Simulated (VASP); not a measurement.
# BN (P6_3/mmc) in VASP: notebook, part 2 of 3

VASP 6.6.1.

## (3) Dielectric tensor, PBE

Contents of INCAR:

```
SYSTEM = BN
  PREC = Accurate
  ENCUT = 400
  EDIFF = 1E-8
  ISMEAR = 0
  SIGMA = 0.01
  LREAL = Auto
  LASPH = .TRUE.
  NELM = 100
  ALGO = Normal
  ISIF = 2
  LWAVE = .FALSE.
  LCHARG = .FALSE.
  GGA = PE
  LEPSILON = .TRUE.
```

Contents of KPOINTS:

```
Automatic mesh
0
G
  10 10 3
  0 0 0
```

Contents of POSCAR:

```
BN
1.0
    2.4982400000      0.0000000000      0.0000000000
   -1.2491200000      2.1635393048      0.0000000000
    0.0000000000      0.0000000000      6.6357000000
N B
2 2
Direct
    0.6666666667      0.3333333333      0.2500000000
    0.3333333333      0.6666666667      0.7500000000
    0.6666666667      0.3333333333      0.7500000000
    0.3333333333      0.6666666667      0.2500000000
```

Potentials or basis: VASP PAW PBE potentials, release 64 (N, B).

The run is started by

```sh
cat potpaw_PBE.64/N/POTCAR potpaw_PBE.64/B/POTCAR > POTCAR
mpirun -np 1 vasp_std > vasp.out
```

OUTCAR:

```text
SYSTEM = BN
   PREC = Accurate
   ENCUT = 400
   EDIFF = 1E-8
   ISMEAR = 0
   LREAL = Auto
   LASPH = .TRUE.
   NELM = 100
   ISIF = 2
   GGA = PE
   LEPSILON = .TRUE.

 Found     28 irreducible k-points:

 Following reciprocal coordinates:
            Coordinates               Weight
  0.000000  0.000000  0.000000      1.000000
  0.100000  0.000000  0.000000      6.000000
  0.200000  0.000000  0.000000      6.000000
  0.300000  0.000000  0.000000      6.000000
  0.400000  0.000000  0.000000      6.000000
  0.500000  0.000000  0.000000      3.000000
   k-points           NKPTS =     28   k-points in BZ     NKDIM =     28   number of bands    NBANDS=     12
   number of dos      NEDOS =    301   number of ions     NIONS =      4
   total plane-waves  NPLWV =  12288
   dimension x,y,z NGX =    16 NGY =   16 NGZ =   48
   dimension x,y,z NGXF=    32 NGYF=   32 NGZF=   96
   ions per type =               2   2
   NGX,Y,Z   is equivalent  to a cutoff of  10.65, 10.65, 12.03 a.u.
   NGXF,Y,Z  is equivalent  to a cutoff of  21.29, 21.29, 24.05 a.u.
 SYSTEM =  BN
   PREC   = accura    normal or accurate (medium, high low for compatibility)
   ISTART =      0    job   : 0-new  1-cont  2-samecut
   ICHARG =      2    charge: 1-file 2-atom 10-const
   ISPIN  =      1    spin polarized calculation?
   LNONCOLLINEAR =      F non collinear calculations
   LSORBIT =      F    spin-orbit coupling
   LASPH  =      T    aspherical Exc in radial PAW
   ENCUT  =  400.0 eV  29.40 Ry    5.42 a.u.   4.07  4.07 10.82*2*pi/ulx,y,z
   NELM   =    100;   NELMIN=  2; NELMDL= -5     # of ELM steps
   EDIFF  = 0.1E-07   stopping-criterion for ELM
   LREAL  =      T    real-space projection
   EDIFFG = 0.1E-06   stopping-criterion for IOM
   NSW    =      0    number of steps for IOM
   IBRION =     -1    ionic relax: 0-MD 1-quasi-New 2-CG
   NFREE  =      0    steps in history (QN), initial steepest desc. (CG)
   ISIF   =      2    stress and relaxation
   ISYM   =      2    0-nonsym 1-usesym 2-fastsym
   POTIM  = 0.5000    time-step for ionic-motion
   TEBEG  =    0.0;   TEEND  =   0.0 temperature during run
   PSTRESS=    0.0 pullay stress
   NELECT =      16.0000    total number of electrons
   NUPDOWN=      -1.0000    fix difference up-down
   EMIN   =  10.00;   EMAX   =-10.00  energy-range for DOS
   EFERMI =   0.00;   METHOD = LEGACY
   ISMEAR =     0;   SIGMA  =   0.01  broadening in eV -4-tet -1-fermi 0-gaus
   EFERMI_NEDOS =   21; number of points for ismear=-14 and -15
   IALGO  =     38    algorithm
   IMIX   =      4    mixing-type and parameters
     AMIX     =   0.40;   BMIX     =  1.00
     AMIX_MAG =   1.60;   BMIX_MAG =  1.00
  volume/ion in A,a.u.               =       8.97        60.51
  Fermi-wavevector in a.u.,A,eV,Ry     =   1.250891  2.363842 21.289433  1.564729
  Thomas-Fermi vector in A             =   2.384864
   LORBIT       =      0    0 simple, 1 ext, 2 COOP (PROOUT), +10 PAW based schemes
   GGA     = PE    functional components
   LHFCALC =     F    Hartree Fock is set to
   AEXX    =    0.0000 exact exchange contribution
   IVDW    =     0    specifies the selected vdW correction
   LEPSILON=     T    determine dielectric tensor
   LRPA    =     F    only Hartree local field effects (RPA)
 non-spin polarized calculation
 Gauss-broadening in eV      SIGMA  =   0.01
  energy-cutoff  :      400.00
[... 111 lines left out ...]
  Total        0.5269573      0.5269573     -0.3969656      0.0000000      0.0000000      0.0000000
  in kB       23.5396665     23.5396665    -17.7328164      0.0000000      0.0000000      0.0000000
  external PRESSURE =       9.7821722 kB  Pullay stress =       0.0000000 kB

 VOLUME and BASIS-vectors are now :
 -----------------------------------------------------------------------------
  energy-cutoff  :      400.00
  volume of cell :       35.87
      direct lattice vectors                 reciprocal lattice vectors
     2.498240000  0.000000000  0.000000000     0.400281798  0.231102804  0.000000000
    -1.249120000  2.163539305  0.000000000     0.000000000  0.462205608  0.000000000
     0.000000000  0.000000000  6.635700000     0.000000000  0.000000000  0.150700002

 POSITION                                       TOTAL-FORCE (eV/Angst)
 -----------------------------------------------------------------------------------
      1.24912      0.72118      1.65892        -0.000000     -0.000000      0.000000
     -0.00000      1.44236      4.97677         0.000000      0.000000      0.000000
      1.24912      0.72118      4.97677        -0.000000     -0.000000      0.000000
     -0.00000      1.44236      1.65892         0.000000      0.000000      0.000000
 -----------------------------------------------------------------------------------
    total drift:                                0.000000     -0.000000      0.000000

  FREE ENERGIE OF THE ION-ELECTRON SYSTEM (eV)
  ---------------------------------------------------
  free  energy   TOTEN  =       -35.1353770057 eV

  energy  without entropy=      -35.1353770057  energy(sigma->0) =      -35.13537701

 HEAD OF MICROSCOPIC STATIC DIELECTRIC TENSOR (INDEPENDENT PARTICLE, excluding Hartree and local field effects)
 ------------------------------------------------------
           4.837227     0.000000     0.000000
          -0.000000     4.837227    -0.000000
           0.000000     0.000000     3.015181
 ------------------------------------------------------

 Free energy of the ion-electron system (eV)
  ---------------------------------------------------
  ---------------------------------------------------
  free energy    TOTEN  =        -0.39644554 eV

  energy without entropy =       -0.39644554

------------------------ aborting loop because EDIFF is reached ----------------------------------------

--------------------------------------- Ionic step        2  -------------------------------------------

------------------------ aborting loop because EDIFF is reached ----------------------------------------

--------------------------------------- Ionic step        3  -------------------------------------------

 Free energy of the ion-electron system (eV)
  ---------------------------------------------------
  ---------------------------------------------------
  free energy    TOTEN  =        -0.18689910 eV

  energy without entropy =       -0.18689910

------------------------ aborting loop because EDIFF is reached ----------------------------------------

 PIEZOELECTRIC TENSOR FIELD DIRECTION 3  (e Angst)
 -----------------------------------------------------------------------------
    -0.00030  0.00000  0.00000           ( -0.00000  0.00000  0.00000)
     0.00000 -0.00030 -0.00000           (  0.00000 -0.00000  0.00000)
     0.00000 -0.00000  0.00025           (  0.00000  0.00000 -0.00001)

 PIEZOELECTRIC TENSOR FIELD DIRECTION 3  (C/m^2)
 -----------------------------------------------------------------------------
    -0.00013  0.00000  0.00000
     0.00000 -0.00013 -0.00000
     0.00000 -0.00000  0.00011

 MACROSCOPIC STATIC DIELECTRIC TENSOR (including local field effects in DFT)
 ------------------------------------------------------
           4.748688    -0.000000     0.000000
           0.000000     4.748688    -0.000000
           0.000000    -0.000000     2.692083
 ------------------------------------------------------

 PIEZOELECTRIC TENSOR (including local field effects)  for field in x, y, z        (e  Angst)
          XX          YY          ZZ          XY          YZ          ZX
  --------------------------------------------------------------------------------
  x     0.00000     0.00000     0.00000     0.00000     0.00000     0.00000
  y     0.00000     0.00000     0.00000     0.00000     0.00000     0.00000
  z     0.00000     0.00000     0.00000     0.00000     0.00000     0.00000

 PIEZOELECTRIC TENSOR (including local field effects)  for field in x, y, z        (C/m^2)
          XX          YY          ZZ          XY          YZ          ZX
  --------------------------------------------------------------------------------
  x     0.00000     0.00000     0.00000     0.00000     0.00000     0.00000
  y     0.00000     0.00000     0.00000     0.00000     0.00000     0.00000
  z     0.00000     0.00000     0.00000     0.00000     0.00000     0.00000

 BORN EFFECTIVE CHARGES (including local field effects) (in |e|, cummulative output)
 ---------------------------------------------------------------------------------
 ion    1
    1    -2.70359     0.00000     0.00000
    2     0.00000    -2.70359     0.00000
    3     0.00000     0.00000    -0.74197
 ion    2
    1    -2.70359     0.00000     0.00000
    2     0.00000    -2.70359     0.00000
    3     0.00000     0.00000    -0.74197
 ion    3
    1     2.70359     0.00000     0.00000
    2     0.00000     2.70359     0.00000
    3    -0.00000    -0.00000     0.74197
 ion    4
    1     2.70359     0.00000     0.00000
    2     0.00000     2.70359     0.00000
    3    -0.00000     0.00000     0.74197
```

stdout:

```text
POSCAR found type information on POSCAR N B
 POSCAR found :  2 types and       4 ions
 scaLAPACK will be used
 -----------------------------------------------------------------------------
|                                                                             |
|                                                                             |
|     You have a (more or less) 'small supercell' and for smaller cells       |
[... 48 lines left out ...]
  Direction:   1
 dielectric tensor                  component  1 :     4.749     0.322     0.021
 Linear response to external field, progress :
  Direction:   2
 dielectric tensor                  component  2 :     0.322     4.749    -0.125
 Linear response to external field, progress :
  Direction:   3
 dielectric tensor                  component  3 :    -0.112    -0.152     2.692
 Born effective charges drift removed
```

Wall time 1.9 min (1 thread of Intel Xeon Platinum 8259CL at 2.50GHz (Skylake/Cascade Lake), shared host); peak memory 0.17 GiB.

The run converged, but some of its settings lie outside the range that counts as converged, so its numbers aren't taken as properties of the crystal.

Results:

| Item | Value |
| --- | --- |
| Band gap on the k mesh | 4.24 eV, indirect (least direct gap 4.68 eV) |
| Electronic dielectric tensor (diagonal) | 4.75, 4.75, 2.69 |
| Born charges (mean of the diagonal) | N -2.05; B +2.05 e |

Caveat: the cutoff is under 1.25 times the usual one of these potentials, so pressure, stress and relaxed cells hold a basis-set (Pulay) error; an odd mesh through Γ misses points on the zone boundary, where band edges often lie; this functional lacks dispersion, which binds the layers, so the pressure and a relaxed spacing across them are unreliable.

## (4) Dielectric tensor, PBE

Changes to INCAR since step 3:

```diff
@@ -2,3 +2,3 @@
   PREC = Accurate
-  ENCUT = 400
+  ENCUT = 280
   EDIFF = 1E-8
@@ -6,3 +6,3 @@
   SIGMA = 0.01
-  LREAL = Auto
+  LREAL = .FALSE.
   LASPH = .TRUE.
```

Contents of KPOINTS:

```
Automatic mesh
0
G
  12 12 4
  0 0 0
```

POSCAR is that of step 3.

Potentials or basis: VASP PAW PBE potentials, release 64 (N, B).

The run is started by

```sh
cat potpaw_PBE.64/N/POTCAR potpaw_PBE.64/B/POTCAR > POTCAR
mpirun -np 1 vasp_std > vasp.out
```

OUTCAR:

```text
SYSTEM = BN
   PREC = Accurate
   ENCUT = 280
   EDIFF = 1E-8
   ISMEAR = 0
   LREAL = .FALSE.
   LASPH = .TRUE.
   NELM = 100
   ISIF = 2
   GGA = PE
   LEPSILON = .TRUE.

 Found     57 irreducible k-points:

 Following reciprocal coordinates:
            Coordinates               Weight
  0.000000  0.000000  0.000000      1.000000
  0.083333 -0.000000  0.000000      6.000000
  0.166667  0.000000  0.000000      6.000000
  0.250000  0.000000  0.000000      6.000000
  0.333333  0.000000  0.000000      6.000000
  0.416667  0.000000  0.000000      6.000000
   k-points           NKPTS =     57   k-points in BZ     NKDIM =     57   number of bands    NBANDS=     12
   number of dos      NEDOS =    301   number of ions     NIONS =      4
   total plane-waves  NPLWV =   7056
   dimension x,y,z NGX =    14 NGY =   14 NGZ =   36
   dimension x,y,z NGXF=    28 NGYF=   28 NGZF=   72
   ions per type =               2   2
   NGX,Y,Z   is equivalent  to a cutoff of   9.32,  9.32,  9.02 a.u.
   NGXF,Y,Z  is equivalent  to a cutoff of  18.63, 18.63, 18.04 a.u.
 SYSTEM =  BN
   PREC   = accura    normal or accurate (medium, high low for compatibility)
   ISTART =      0    job   : 0-new  1-cont  2-samecut
   ICHARG =      2    charge: 1-file 2-atom 10-const
   ISPIN  =      1    spin polarized calculation?
   LNONCOLLINEAR =      F non collinear calculations
   LSORBIT =      F    spin-orbit coupling
   LASPH  =      T    aspherical Exc in radial PAW
   ENCUT  =  280.0 eV  20.58 Ry    4.54 a.u.   3.41  3.41  9.05*2*pi/ulx,y,z
   NELM   =    100;   NELMIN=  2; NELMDL= -5     # of ELM steps
   EDIFF  = 0.1E-07   stopping-criterion for ELM
   LREAL  =      F    real-space projection
   EDIFFG = 0.1E-06   stopping-criterion for IOM
   NSW    =      0    number of steps for IOM
   IBRION =     -1    ionic relax: 0-MD 1-quasi-New 2-CG
   NFREE  =      0    steps in history (QN), initial steepest desc. (CG)
   ISIF   =      2    stress and relaxation
[... 173 lines left out ...]

 Free energy of the ion-electron system (eV)
  ---------------------------------------------------
  ---------------------------------------------------
  free energy    TOTEN  =        -0.39951826 eV

  energy without entropy =       -0.39951826

------------------------ aborting loop because EDIFF is reached ----------------------------------------

--------------------------------------- Ionic step        2  -------------------------------------------

------------------------ aborting loop because EDIFF is reached ----------------------------------------

--------------------------------------- Ionic step        3  -------------------------------------------

 Free energy of the ion-electron system (eV)
  ---------------------------------------------------
  ---------------------------------------------------
  free energy    TOTEN  =        -0.18758954 eV

  energy without entropy =       -0.18758954

------------------------ aborting loop because EDIFF is reached ----------------------------------------

 PIEZOELECTRIC TENSOR FIELD DIRECTION 3  (e Angst)
 -----------------------------------------------------------------------------
    -0.00024  0.00000  0.00000           ( -0.00000  0.00000  0.00000)
     0.00000 -0.00024 -0.00000           (  0.00000 -0.00000 -0.00000)
     0.00000  0.00000  0.00026           (  0.00000 -0.00000 -0.00001)

 PIEZOELECTRIC TENSOR FIELD DIRECTION 3  (C/m^2)
 -----------------------------------------------------------------------------
    -0.00011  0.00000  0.00000
     0.00000 -0.00011 -0.00000
     0.00000  0.00000  0.00011

 MACROSCOPIC STATIC DIELECTRIC TENSOR (including local field effects in DFT)
 ------------------------------------------------------
           4.780041     0.000000    -0.000000
           0.000000     4.780041    -0.000000
           0.000000     0.000000     2.701118
 ------------------------------------------------------

 PIEZOELECTRIC TENSOR (including local field effects)  for field in x, y, z        (e  Angst)
          XX          YY          ZZ          XY          YZ          ZX
  --------------------------------------------------------------------------------
  x     0.00000     0.00000     0.00000     0.00000     0.00000     0.00000
  y     0.00000     0.00000     0.00000     0.00000     0.00000     0.00000
  z     0.00000     0.00000     0.00000     0.00000     0.00000     0.00000

 PIEZOELECTRIC TENSOR (including local field effects)  for field in x, y, z        (C/m^2)
          XX          YY          ZZ          XY          YZ          ZX
  --------------------------------------------------------------------------------
  x     0.00000     0.00000     0.00000     0.00000     0.00000     0.00000
  y     0.00000     0.00000     0.00000     0.00000     0.00000     0.00000
  z     0.00000     0.00000     0.00000     0.00000     0.00000     0.00000

 BORN EFFECTIVE CHARGES (including local field effects) (in |e|, cummulative output)
 ---------------------------------------------------------------------------------
 ion    1
    1    -2.66338     0.00000     0.00000
    2     0.00000    -2.66338     0.00000
    3     0.00000    -0.00000    -0.70876
 ion    2
    1    -2.66338     0.00000     0.00000
    2     0.00000    -2.66338     0.00000
    3     0.00000    -0.00000    -0.70876
 ion    3
    1     2.66338     0.00000     0.00000
    2     0.00000     2.66338     0.00000
    3     0.00000     0.00000     0.70876
 ion    4
    1     2.66338     0.00000     0.00000
    2     0.00000     2.66338     0.00000
    3    -0.00000     0.00000     0.70876
```

Wall time 78 s (1 thread of Intel Xeon Platinum 8259CL at 2.50GHz (Skylake/Cascade Lake), shared host); peak memory 0.16 GiB.

The run converged, but a check on its numbers failed (symmetry, net force, bounds or a known fault of this set-up), so they aren't taken as properties of the crystal.

Caveat: the cutoff lies under the usual one of these potentials, so the numbers hold a large basis-set error; this functional lacks dispersion, which binds the layers, so the pressure and a relaxed spacing across them are unreliable.

[end of part 2 of 3]
